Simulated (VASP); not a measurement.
# CdTe (F-43m) in VASP: a series of runs

One crystal, CdTe, is run at these levels: LDA; tasks: single point.

Everything below comes from runs of VASP 6.6.1. Logs are shortened: lines on timing, memory, paths and dates and some standing lists are left out, and cuts for length are marked.

**1. The undisturbed crystal**

The structure is cubic, space group F-43m (No. 216). The conventional cell has a = 6.410 Å, b = 6.410 Å, c = 6.410 Å, α = 90.00°, β = 90.00°, γ = 90.00°. Te (site symmetry -43m) is surrounded by 4 Cd at 2.78 Å. Around Cd (site symmetry -43m) lie 4 Te at 2.78 Å.

**2. Single point, LDA (grid = ENCUT=340 dk=0.45 cell=2x2x1 ISMEAR=0 SIGMA=0.05 LREAL=Auto EDIFF=1e-06)**

Input file INCAR:

```
PREC = Accurate ; ENCUT = 340
EDIFF = 1E-6 ; ISMEAR = 0
SIGMA = 0.05 ; LREAL = Auto
LASPH = T ; NELM = 120
ALGO = Fast ; ISIF = 2
LWAVE = F ; LCHARG = F
NBANDS = 44
```

Input file KPOINTS:

```
regular mesh
0
Gamma
  4 4 4
```

Input file POSCAR:

```
CdTe
1.0
    0.0000000000      6.4100000000      6.4100000000
    6.4100000000      0.0000000000      6.4100000000
    3.2050000000      3.2050000000      0.0000000000
Cd Te
4 4
Direct
    0.3750000000      0.3750000000      0.7500000000
    0.0000000000      0.0000000000      0.0000000000
    0.5000000000      0.0000000000      0.0000000000
    0.5000000000      0.5000000000      0.0000000000
    0.3750000000      0.8750000000      0.7500000000
    0.8750000000      0.3750000000      0.7500000000
    0.8750000000      0.8750000000      0.7500000000
    0.0000000000      0.5000000000      0.0000000000
```

Potentials or basis: VASP PAW LDA potentials, release 64 (Cd, Te).

Command:

```bash
$ cat potpaw_LDA.64/Cd/POTCAR potpaw_LDA.64/Te/POTCAR > POTCAR
$ mpirun -np 1 vasp_std > vasp.out
```

OUTCAR:

```text
PREC = Accurate
   ENCUT = 340
   EDIFF = 1E-6
   ISMEAR = 0
   LREAL = Auto
   LASPH = T
   NELM = 120
   ISIF = 2

 Found     30 irreducible k-points:

 Following reciprocal coordinates:
            Coordinates               Weight
  0.000000  0.000000  0.000000      1.000000
  0.250000  0.000000  0.000000      2.000000
  0.000000 -0.250000  0.000000      2.000000
  0.500000  0.000000  0.000000      1.000000
  0.000000  0.500000  0.000000      1.000000
  0.250000  0.250000  0.000000      2.000000
   k-points           NKPTS =     30   k-points in BZ     NKDIM =     30   number of bands    NBANDS=     44
   number of dos      NEDOS =    301   number of ions     NIONS =      8
   total plane-waves  NPLWV =  87808
   dimension x,y,z NGX =    56 NGY =   56 NGZ =   28
   dimension x,y,z NGXF=   112 NGYF=  112 NGZF=   56
   ions per type =               4   4
   NGX,Y,Z   is equivalent  to a cutoff of  10.27, 10.27, 10.27 a.u.
   NGXF,Y,Z  is equivalent  to a cutoff of  20.54, 20.54, 20.54 a.u.
 SYSTEM =  unknown system
   PREC   = accura    normal or accurate (medium, high low for compatibility)
   ISTART =      0    job   : 0-new  1-cont  2-samecut
   ICHARG =      2    charge: 1-file 2-atom 10-const
   ISPIN  =      1    spin polarized calculation?
   LNONCOLLINEAR =      F non collinear calculations
   LSORBIT =      F    spin-orbit coupling
   LASPH  =      T    aspherical Exc in radial PAW
   ENCUT  =  340.0 eV  24.99 Ry    5.00 a.u.  13.63 13.63  6.81*2*pi/ulx,y,z
   NELM   =    120;   NELMIN=  2; NELMDL= -5     # of ELM steps
   EDIFF  = 0.1E-05   stopping-criterion for ELM
   LREAL  =      T    real-space projection
   EDIFFG = 0.1E-04   stopping-criterion for IOM
   NSW    =      0    number of steps for IOM
   IBRION =     -1    ionic relax: 0-MD 1-quasi-New 2-CG
   NFREE  =      0    steps in history (QN), initial steepest desc. (CG)
   ISIF   =      2    stress and relaxation
   ISYM   =      2    0-nonsym 1-usesym 2-fastsym
   POTIM  = 0.5000    time-step for ionic-motion
   TEBEG  =    0.0;   TEEND  =   0.0 temperature during run
   PSTRESS=    0.0 pullay stress
   NELECT =      72.0000    total number of electrons
   NUPDOWN=      -1.0000    fix difference up-down
   EMIN   =  10.00;   EMAX   =-10.00  energy-range for DOS
   EFERMI =   0.00;   METHOD = LEGACY
   ISMEAR =     0;   SIGMA  =   0.05  broadening in eV -4-tet -1-fermi 0-gaus
   EFERMI_NEDOS =   21; number of points for ismear=-14 and -15
   IALGO  =     68    algorithm
   IMIX   =      4    mixing-type and parameters
     AMIX     =   0.40;   BMIX     =  1.00
     AMIX_MAG =   1.60;   BMIX_MAG =  1.00
  volume/ion in A,a.u.               =      32.92       222.17
  Fermi-wavevector in a.u.,A,eV,Ry     =   1.062497  2.007828 15.359610  1.128899
  Thomas-Fermi vector in A             =   2.197950
   LORBIT       =      0    0 simple, 1 ext, 2 COOP (PROOUT), +10 PAW based schemes
   GGA     = CA    functional components
   LHFCALC =     F    Hartree Fock is set to
   AEXX    =    0.0000 exact exchange contribution
   IVDW    =     0    specifies the selected vdW correction
   LEPSILON=     F    determine dielectric tensor
   LRPA    =     F    only Hartree local field effects (RPA)
 non-spin polarized calculation
 RMM-DIIS sequential band-by-band and
 Gauss-broadening in eV      SIGMA  =   0.05
  energy-cutoff  :      340.00
  volume of cell :      263.37
 maximum number of plane-waves:      3795
 NGX is ok and might be reduce to    56
   NGX = 27   NGY = 27   NGZ = 13

 number of electron      72.0000042 magnetization

 Free energy of the ion-electron system (eV)
  ---------------------------------------------------
  ext. energy  EPLUGINS =         0.00000000
  ---------------------------------------------------
  free energy    TOTEN  =       -20.01985917 eV

  energy without entropy =      -20.01467235  energy(sigma->0) =      -20.01726576

 E-fermi :   3.3770     XC(G=0):  -9.1183

 val. band max:        3.3431551517   @ k =   0.5000   0.5000   0.5000
 cond. band min:       3.3780451129   @ k =  -0.2500  -0.2500   0.2500
 fundamental gap:      0.0348899612
 Fermi energy:         3.3770145549

 k-point     1 :       0.0000    0.0000    0.0000
  band No.  band energies     occupation
      1     -10.6708      2.00000
      2      -8.8567      2.00000
      3      -8.4489      2.00000
      4      -7.1866      2.00000
      5      -5.9453      2.00000
      6      -5.8569      2.00000
[... 36 lines left out ...]
     43       6.2025      0.00000
     44       7.2229      0.00000

 k-point     2 :       0.2500    0.0000    0.0000
  band No.  band energies     occupation
      1     -10.6651      2.00000
      2      -8.8471      2.00000
      3      -8.4604      2.00000
      4      -7.2070      2.00000
      5      -5.9421      2.00000
      6      -5.8555      2.00000
[... 36 lines left out ...]
     43       6.4903      0.00000
     44       7.0485      0.00000

 k-point     3 :       0.0000   -0.2500    0.0000
  band No.  band energies     occupation
      1     -10.6500      2.00000
      2      -8.9270      2.00000
      3      -8.4415      2.00000
      4      -7.1814      2.00000
      5      -5.9460      2.00000
      6      -5.8547      2.00000
[... 36 lines left out ...]
     43       6.4029      0.00000
     44       7.3903      0.00000

 k-point     4 :       0.5000    0.0000    0.0000
  band No.  band energies     occupation
      1     -10.6594      2.00000
      2      -8.8369      2.00000
      3      -8.4727      2.00000
      4      -7.2274      2.00000
      5      -5.9391      2.00000
      6      -5.8582      2.00000
[... 36 lines left out ...]
     43       7.0520      0.00000
     44       7.4622      0.00000

 k-point     5 :       0.0000    0.5000    0.0000
  band No.  band energies     occupation
      1     -10.6282      2.00000
      2      -8.9944      2.00000
      3      -8.4360      2.00000
      4      -7.1770      2.00000
      5      -5.9467      2.00000
      6      -5.8525      2.00000
[... 36 lines left out ...]
     43       6.9353      0.00000
     44       7.4894      0.00000

 k-point     6 :       0.2500    0.2500    0.0000
  band No.  band energies     occupation
      1     -10.6474      2.00000
      2      -8.9108      2.00000
      3      -8.4573      2.00000
      4      -7.1930      2.00000
      5      -5.9431      2.00000
      6      -5.8475      2.00000
[... 36 lines left out ...]
     43       6.5419      0.00000
     44       7.0730      0.00000

 [... further k-points ...]

------------------------ aborting loop because EDIFF is reached ----------------------------------------

  FORCE on cell =-STRESS in cart. coord.  units (eV):
  Direction    XX          YY          ZZ          XY          YZ          ZX
  --------------------------------------------------------------------------------------
  -------------------------------------------------------------------------------------
  Total        5.2728431      5.2728431      4.5972945      0.7771425     -1.3252034      1.3252034
  in kB       32.0760843     32.0760843     27.9665454      4.7275609     -8.0615592      8.0615591
  external PRESSURE =      30.7062380 kB  Pullay stress =       0.0000000 kB

 VOLUME and BASIS-vectors are now :
 -----------------------------------------------------------------------------
  energy-cutoff  :      340.00
  volume of cell :      263.37
      direct lattice vectors                 reciprocal lattice vectors
     0.000000000  6.410000000  6.410000000    -0.078003120  0.078003120  0.078003120
     6.410000000  0.000000000  6.410000000     0.078003120 -0.078003120  0.078003120
     3.205000000  3.205000000  0.000000000     0.156006240  0.156006240 -0.156006240

 POSITION                                       TOTAL-FORCE (eV/Angst)
 -----------------------------------------------------------------------------------
      4.80750      4.80750      4.80750        -0.294134      0.294134      0.068222
      0.00000      0.00000      0.00000        -0.118260      0.118260      0.117605
      0.00000      3.20500      3.20500         0.262322     -0.262322      0.145618
      3.20500      3.20500      6.41000         0.137513     -0.137513     -0.467964
      8.01250      4.80750      8.01250         0.083124     -0.083124      0.055072
      4.80750      8.01250      8.01250        -0.197172      0.197172     -0.838215
      8.01250      8.01250     11.21750         0.822228     -0.822228      0.917604
      3.20500      0.00000      3.20500        -0.695620      0.695620      0.002058
 -----------------------------------------------------------------------------------
    total drift:                               -0.000017      0.000019     -0.000107

  FREE ENERGIE OF THE ION-ELECTRON SYSTEM (eV)
  ---------------------------------------------------
  free  energy   TOTEN  =       -20.0198591669 eV

  energy  without entropy=      -20.0146723541  energy(sigma->0) =      -20.01726576
```

Wall time 4.7 min (1 thread of AMD EPYC 7R43 (Zen 3), shared host); peak memory 0.24 GiB.

These settings aren't checked as converged: the numbers below hold their error.

What came out:

| Property | Result |
| --- | --- |
| Free energy | -20.0199 eV |
| Pressure | 3.1 GPa |
| Largest force | 1.481 eV/Å |
| Band gap on the k mesh | none (metal or under the smearing width) |

Caveat: the k mesh is coarse (spacing up to 0.42 Å⁻¹), so the values aren't converged; the cutoff is under 1.25 times the usual one of these potentials, so pressure, stress and relaxed cells hold a basis-set (Pulay) error.

**3. Single point, LDA (grid = ENCUT=400 dk=0.45 cell=2x2x1 ISMEAR=0 SIGMA=0.05 LREAL=Auto EDIFF=1e-06)**

Edit INCAR of step 2 so:

```diff
@@ -1,2 +1,2 @@
-PREC = Accurate ; ENCUT = 340
+PREC = Accurate ; ENCUT = 400
 EDIFF = 1E-6 ; ISMEAR = 0
```

KPOINTS is that of step 2.

POSCAR is that of step 2.

Potentials or basis: VASP PAW LDA potentials, release 64 (Cd, Te).

Command:

```bash
$ cat potpaw_LDA.64/Cd/POTCAR potpaw_LDA.64/Te/POTCAR > POTCAR
$ mpirun -np 1 vasp_std > vasp.out
```

OUTCAR:

```text
PREC = Accurate
   ENCUT = 400
   EDIFF = 1E-6
   ISMEAR = 0
   LREAL = Auto
   LASPH = T
   NELM = 120
   ISIF = 2

 Found     30 irreducible k-points:

 Following reciprocal coordinates:
            Coordinates               Weight
  0.000000  0.000000  0.000000      1.000000
  0.250000  0.000000  0.000000      2.000000
  0.000000 -0.250000  0.000000      2.000000
  0.500000  0.000000  0.000000      1.000000
  0.000000  0.500000  0.000000      1.000000
  0.250000  0.250000  0.000000      2.000000
   k-points           NKPTS =     30   k-points in BZ     NKDIM =     30   number of bands    NBANDS=     44
   number of dos      NEDOS =    301   number of ions     NIONS =      8
   total plane-waves  NPLWV = 108000
   dimension x,y,z NGX =    60 NGY =   60 NGZ =   30
   dimension x,y,z NGXF=   120 NGYF=  120 NGZF=   60
   ions per type =               4   4
   NGX,Y,Z   is equivalent  to a cutoff of  11.00, 11.00, 11.00 a.u.
   NGXF,Y,Z  is equivalent  to a cutoff of  22.01, 22.01, 22.01 a.u.
 SYSTEM =  unknown system
   PREC   = accura    normal or accurate (medium, high low for compatibility)
   ISTART =      0    job   : 0-new  1-cont  2-samecut
   ICHARG =      2    charge: 1-file 2-atom 10-const
   ISPIN  =      1    spin polarized calculation?
   LNONCOLLINEAR =      F non collinear calculations
   LSORBIT =      F    spin-orbit coupling
   LASPH  =      T    aspherical Exc in radial PAW
   ENCUT  =  400.0 eV  29.40 Ry    5.42 a.u.  14.78 14.78  7.39*2*pi/ulx,y,z
   NELM   =    120;   NELMIN=  2; NELMDL= -5     # of ELM steps
   EDIFF  = 0.1E-05   stopping-criterion for ELM
   LREAL  =      T    real-space projection
   EDIFFG = 0.1E-04   stopping-criterion for IOM
   NSW    =      0    number of steps for IOM
   IBRION =     -1    ionic relax: 0-MD 1-quasi-New 2-CG
   NFREE  =      0    steps in history (QN), initial steepest desc. (CG)
   ISIF   =      2    stress and relaxation
   ISYM   =      2    0-nonsym 1-usesym 2-fastsym
   POTIM  = 0.5000    time-step for ionic-motion
   TEBEG  =    0.0;   TEEND  =   0.0 temperature during run
   PSTRESS=    0.0 pullay stress
   NELECT =      72.0000    total number of electrons
   NUPDOWN=      -1.0000    fix difference up-down
   EMIN   =  10.00;   EMAX   =-10.00  energy-range for DOS
   EFERMI =   0.00;   METHOD = LEGACY
   ISMEAR =     0;   SIGMA  =   0.05  broadening in eV -4-tet -1-fermi 0-gaus
   EFERMI_NEDOS =   21; number of points for ismear=-14 and -15
   IALGO  =     68    algorithm
   IMIX   =      4    mixing-type and parameters
     AMIX     =   0.40;   BMIX     =  1.00
     AMIX_MAG =   1.60;   BMIX_MAG =  1.00
  volume/ion in A,a.u.               =      32.92       222.17
  Fermi-wavevector in a.u.,A,eV,Ry     =   1.062497  2.007828 15.359610  1.128899
  Thomas-Fermi vector in A             =   2.197950
   LORBIT       =      0    0 simple, 1 ext, 2 COOP (PROOUT), +10 PAW based schemes
   GGA     = CA    functional components
   LHFCALC =     F    Hartree Fock is set to
   AEXX    =    0.0000 exact exchange contribution
   IVDW    =     0    specifies the selected vdW correction
   LEPSILON=     F    determine dielectric tensor
   LRPA    =     F    only Hartree local field effects (RPA)
 non-spin polarized calculation
 RMM-DIIS sequential band-by-band and
 Gauss-broadening in eV      SIGMA  =   0.05
  energy-cutoff  :      400.00
  volume of cell :      263.37
 maximum number of plane-waves:      4822
   NGX = 29   NGY = 29   NGZ = 15

 number of electron      72.0000043 magnetization

 Free energy of the ion-electron system (eV)
  ---------------------------------------------------
  ext. energy  EPLUGINS =         0.00000000
  ---------------------------------------------------
  free energy    TOTEN  =       -20.01407293 eV

  energy without entropy =      -20.00887896  energy(sigma->0) =      -20.01147595

 E-fermi :   3.3767     XC(G=0):  -9.1179

 val. band max:        3.3430887885   @ k =   0.5000   0.5000   0.5000
 cond. band min:       3.3777299407   @ k =  -0.2500  -0.2500   0.2500
 fundamental gap:      0.0346411522
 Fermi energy:         3.3767448110

 k-point     1 :       0.0000    0.0000    0.0000
  band No.  band energies     occupation
      1     -10.6708      2.00000
      2      -8.8572      2.00000
      3      -8.4499      2.00000
      4      -7.1881      2.00000
      5      -5.9583      2.00000
      6      -5.8699      2.00000
[... 36 lines left out ...]
     43       6.2024      0.00000
     44       7.2205      0.00000

 k-point     2 :       0.2500    0.0000    0.0000
  band No.  band energies     occupation
      1     -10.6651      2.00000
      2      -8.8477      2.00000
      3      -8.4614      2.00000
      4      -7.2085      2.00000
      5      -5.9551      2.00000
      6      -5.8684      2.00000
[... 36 lines left out ...]
     43       6.4900      0.00000
     44       7.0476      0.00000

 k-point     3 :       0.0000   -0.2500    0.0000
  band No.  band energies     occupation
      1     -10.6500      2.00000
      2      -8.9273      2.00000
      3      -8.4426      2.00000
      4      -7.1838      2.00000
      5      -5.9589      2.00000
      6      -5.8676      2.00000
[... 36 lines left out ...]
     43       6.4030      0.00000
     44       7.3424      0.00000

 k-point     4 :       0.5000    0.0000    0.0000
  band No.  band energies     occupation
      1     -10.6594      2.00000
      2      -8.8375      2.00000
      3      -8.4735      2.00000
      4      -7.2289      2.00000
      5      -5.9519      2.00000
      6      -5.8712      2.00000
[... 36 lines left out ...]
     43       7.0516      0.00000
     44       7.4552      0.00000

 k-point     5 :       0.0000    0.5000    0.0000
  band No.  band energies     occupation
      1     -10.6282      2.00000
      2      -8.9945      2.00000
      3      -8.4370      2.00000
      4      -7.1801      2.00000
      5      -5.9596      2.00000
      6      -5.8655      2.00000
[... 36 lines left out ...]
     43       6.9352      0.00000
     44       7.4738      0.00000

 k-point     6 :       0.2500    0.2500    0.0000
  band No.  band energies     occupation
      1     -10.6475      2.00000
      2      -8.9112      2.00000
      3      -8.4582      2.00000
      4      -7.1953      2.00000
      5      -5.9560      2.00000
      6      -5.8604      2.00000
[... 36 lines left out ...]
     43       6.5417      0.00000
     44       7.0727      0.00000

 [... further k-points ...]

------------------------ aborting loop because EDIFF is reached ----------------------------------------

  FORCE on cell =-STRESS in cart. coord.  units (eV):
  Direction    XX          YY          ZZ          XY          YZ          ZX
  --------------------------------------------------------------------------------------
  -------------------------------------------------------------------------------------
  Total        5.1257571      5.1257571      4.4500793      0.7778514     -1.3264267      1.3264267
  in kB       31.1813214     31.1813214     27.0709967      4.7318733     -8.0690009      8.0690005
  external PRESSURE =      29.8112132 kB  Pullay stress =       0.0000000 kB

 VOLUME and BASIS-vectors are now :
 -----------------------------------------------------------------------------
  energy-cutoff  :      400.00
  volume of cell :      263.37
      direct lattice vectors                 reciprocal lattice vectors
     0.000000000  6.410000000  6.410000000    -0.078003120  0.078003120  0.078003120
     6.410000000  0.000000000  6.410000000     0.078003120 -0.078003120  0.078003120
     3.205000000  3.205000000  0.000000000     0.156006240  0.156006240 -0.156006240

 POSITION                                       TOTAL-FORCE (eV/Angst)
 -----------------------------------------------------------------------------------
      4.80750      4.80750      4.80750        -0.293922      0.293922      0.068170
      0.00000      0.00000      0.00000        -0.118162      0.118162      0.117337
      0.00000      3.20500      3.20500         0.262079     -0.262079      0.145349
      3.20500      3.20500      6.41000         0.137487     -0.137487     -0.467676
      8.01250      4.80750      8.01250         0.083120     -0.083120      0.054998
      4.80750      8.01250      8.01250        -0.197193      0.197193     -0.837901
      8.01250      8.01250     11.21750         0.822326     -0.822326      0.917704
      3.20500      0.00000      3.20500        -0.695735      0.695735      0.002019
 -----------------------------------------------------------------------------------
    total drift:                               -0.000371      0.000370      0.000537

  FREE ENERGIE OF THE ION-ELECTRON SYSTEM (eV)
  ---------------------------------------------------
  free  energy   TOTEN  =       -20.0140729298 eV

  energy  without entropy=      -20.0088789641  energy(sigma->0) =      -20.01147595
```

Run time: 5.3 min. Hardware: 1 thread of AMD EPYC 7R43 (Zen 3), shared host; peak memory 0.3 GiB.

These settings aren't checked as converged: the numbers below hold their error.

What came out:

- Free energy: -20.0141 eV
- Pressure: 3.0 GPa
- Largest force: 1.481 eV/Å
- Band gap on the k mesh: none (metal or under the smearing width)

Caveat: the k mesh is coarse (spacing up to 0.42 Å⁻¹), so the values aren't converged.

(Continued in part 2 of 2.)
